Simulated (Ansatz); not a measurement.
SiGe in Ansatz: the effect of functional

SiGe:

```
Ge Si
1.0
     3.82475    0.00000    0.00000
    -1.91237    3.31233    0.00000
     0.00000    0.00000    6.31910
Ge Si
2 2
Direct
  0.33333 0.66667 0.00039
  0.66667 0.33333 0.50039
  0.33333 0.66667 0.37461
  0.66667 0.33333 0.87461
```

The cell comes from a database or a generator and needn't be the stable form of this composition.

The cell isn't the ideal one: volume scaled by 0.94.

Alike in all runs:

- Program: Ansatz 0.2.0
- Task: single point
- Potentials or basis: Ansatz PAW
- k mesh: 8 × 8 × 4
- Occupations: fermi-dirac, width 0.05 eV
- Spin: no spin polarisation

Q: One run gave: gap on the mesh 0.26 eV; pressure 3.3 GPa; largest force 0.03 eV/Å. Which functional did it use?
A. r2SCAN
B. PBEsol
C. LDA

A: C.

```csv
functional,cutoff,gap on the mesh (eV),pressure (GPa),largest force (eV/Å)
LDA,420 eV (not typed: the program's choice for these potentials),0.26,3.3,0.03
PBEsol,420 eV (not typed: the program's choice for these potentials),0.25,5.4,0.04
r2SCAN,500 eV (not typed: the program's choice for these potentials),0.56,6.0,0.04
```

Caveats: the PAW data sets come from PBE, with cores solved anew for the run's functional, which leaves a small shift of forces and pressure.

A k mesh can miss the band edges.
